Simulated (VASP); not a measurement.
**VASP 6.6.1 run: ZnS**

INCAR

```
NSW = 0
LREAL = .FALSE.
SIGMA = 0.02
ISMEAR = -1
LWAVE = .FALSE.
GGA = PE
ENCUT = 520
NELM = 83
PREC = Accurate
EDIFF = 1E-7
LASPH = .TRUE.
ISIF = 2
IBRION = -1
NBANDS = 16
LCHARG = .FALSE.
```

KPOINTS

```
KPOINTS created by Atomic Simulation Environment
0
Gamma
5 5 5
0 0 0
```

POSCAR

```
Zn S
 1.0000000000000000
     0.0000000000000000    2.6940858314999998    2.7749084064999998
     2.6940858314999998    0.0000000000000000    2.7749084064999998
     2.6940858314999998    2.6940858314999998    0.0000000000000000
 Zn  S
   1   1
Cartesian
  0.0000000000000000  0.0000000000000000  0.0000000000000000
  1.3470429157499999  1.3470429157499999  1.3874542032499997
```

The recommended PBE PAW datasets give the neutral cell 18 valence electrons.

Command

```
mpirun -np 1 vasp_std
```

OSZICAR

```
N       E                     dE             d eps       ncg     rms          rms(c)
DAV:   1     0.903983896084E+02    0.90398E+02   -0.88338E+03   576   0.131E+03
DAV:   2    -0.137273706007E+01   -0.91771E+02   -0.85490E+02   656   0.258E+02
DAV:   3    -0.720442761834E+01   -0.58317E+01   -0.58112E+01   672   0.636E+01
DAV:   4    -0.726960366174E+01   -0.65176E-01   -0.65156E-01   752   0.714E+00
DAV:   5    -0.727038341361E+01   -0.77975E-03   -0.77974E-03   728   0.722E-01    0.659E+00
DAV:   6    -0.685856523758E+01    0.41182E+00   -0.74019E-01   880   0.298E+01    0.519E+00
DAV:   7    -0.683844767422E+01    0.20118E-01   -0.24826E-01   656   0.440E+00    0.264E+00
DAV:   8    -0.683783458708E+01    0.61309E-03   -0.51805E-03   824   0.809E-01    0.695E-01
DAV:   9    -0.683811832242E+01   -0.28374E-03   -0.12104E-03   648   0.282E-01    0.103E-01
DAV:  10    -0.683829381127E+01   -0.17549E-03   -0.21982E-04   720   0.140E-01    0.506E-02
DAV:  11    -0.683828758428E+01    0.62270E-05   -0.33738E-05   664   0.864E-02    0.705E-03
DAV:  12    -0.683828858550E+01   -0.10012E-05   -0.43275E-06   808   0.217E-02    0.486E-03
DAV:  13    -0.683828853950E+01    0.46003E-07   -0.81765E-07   680   0.878E-03
   1 F= -.68382885E+01 E0= -.68382885E+01  d E =-.545076E-12
```

From OUTCAR

```
k-points           NKPTS =     18   k-points in BZ     NKDIM =     18   number of bands    NBANDS=     16

   NELECT =      18.0000    total number of electrons

   dimension x,y,z NGX =    30 NGY =   30 NGZ =   28
   dimension x,y,z NGXF=    60 NGYF=   60 NGZF=   56

  energy-cutoff  :      520.00
  volume of cell :       40.28
      direct lattice vectors                 reciprocal lattice vectors
     0.000000000  2.694085831  2.774908406    -0.185591711  0.185591711  0.180186128
     2.694085831  0.000000000  2.774908406     0.185591711 -0.185591711  0.180186128
     2.694085831  2.694085831  0.000000000     0.185591711  0.185591711 -0.180186128

 k-points in reciprocal lattice and weights: KPOINTS created by Atomic Simulation Env
   0.00000000  0.00000000  0.00000000       0.008
   0.20000000 -0.00000000  0.00000000       0.064
   0.40000000 -0.00000000  0.00000000       0.064
   0.20000000  0.20000000  0.00000000       0.016
   0.40000000  0.20000000  0.00000000       0.064
  -0.40000000  0.20000000  0.00000000       0.064
  -0.20000000  0.20000000  0.00000000       0.032
   0.40000000  0.40000000  0.00000000       0.016
   ...

 E-fermi :   2.4401

 k-point     1 :       0.0000    0.0000    0.0000
  band No.  band energies     occupation
      1     -11.0726      2.00000
      2      -4.3530      2.00000
      3      -4.3352      2.00000
      4      -4.3351      2.00000
      5      -3.8732      2.00000
      6      -3.8659      2.00000
      7       1.8499      2.00000
      8       1.9579      2.00000
      9       1.9579      2.00000
     10       3.9399      0.00000
     11       8.3335      0.00000
     12       8.3335      0.00000
     13       8.3336      0.00000
     14      13.3609      0.00000
     15      13.7098      0.00000
     16      13.9027      0.00000

 k-point     2 :       0.2000   -0.0000    0.0000
  band No.  band energies     occupation
      1     -10.7986      2.00000
      2      -4.3233      2.00000
      3      -4.2994      2.00000
      4      -4.2880      2.00000
      5      -3.8717      2.00000
      6      -3.8694      2.00000
      7      -0.1946      2.00000
      8       1.5486      2.00000
      9       1.6542      2.00000
     10       5.2186      0.00000
     11       8.4040      0.00000
     12       8.8244      0.00000
     13       8.8648      0.00000
     14      12.6678      0.00000
     15      12.9377      0.00000
     16      14.4069      0.00000

 k-point     3 :       0.4000   -0.0000    0.0000
  band No.  band energies     occupation
      1     -10.2819      2.00000
      2      -4.2499      2.00000
      3      -4.2275      2.00000
      4      -3.9956      2.00000
      5      -3.8528      2.00000
      6      -3.8424      2.00000
      7      -2.5981      2.00000
      8       1.0797      2.00000
      9       1.2334      2.00000
     10       5.2281      0.00000
     11       8.8036      0.00000
     12       9.0301      0.00000
     13      10.3268      0.00000
     14      13.7070      0.00000
     15      14.2277      0.00000
     16      14.3869      0.00000

 ...

  Total        0.1786451      0.1786451     -0.1417041      0.0000000     -0.0000000      0.0000000
  in kB        7.1055896      7.1055896     -5.6362671      0.0000000     -0.0000000      0.0000000
  external PRESSURE =       2.8583040 kB  Pullay stress =       0.0000000 kB

 POSITION                                       TOTAL-FORCE (eV/Angst)
 -----------------------------------------------------------------------------------
      0.00000      0.00000      0.00000        -0.000000     -0.000000     -0.000000
      1.34704      1.34704      1.38745         0.000000      0.000000      0.000000
 -----------------------------------------------------------------------------------
    total drift:                                0.000006      0.000006      0.000017

  FREE ENERGIE OF THE ION-ELECTRON SYSTEM (eV)
  ---------------------------------------------------
  free  energy   TOTEN  =        -6.8382885395 eV

  energy  without entropy=       -6.8382885395  energy(sigma->0) =       -6.83828854
```

It converged. Results: gap between bands v and c on the k mesh 1.98 eV; least direct gap on the k mesh 1.98 eV; pressure 0.3 GPa. Band v is the last that the valence electrons fill when counted band by band, and c is the next.

These settings aren't sound, so the numbers aren't properties of the crystal.

On sound settings PBE gives a gap of 1.99 eV on its mesh and a pressure of 0.2 GPa for the intended cell.

The run took about 13 s on one core of a shared host (Intel Xeon Platinum 8488C) and held 0.16 GiB at most.
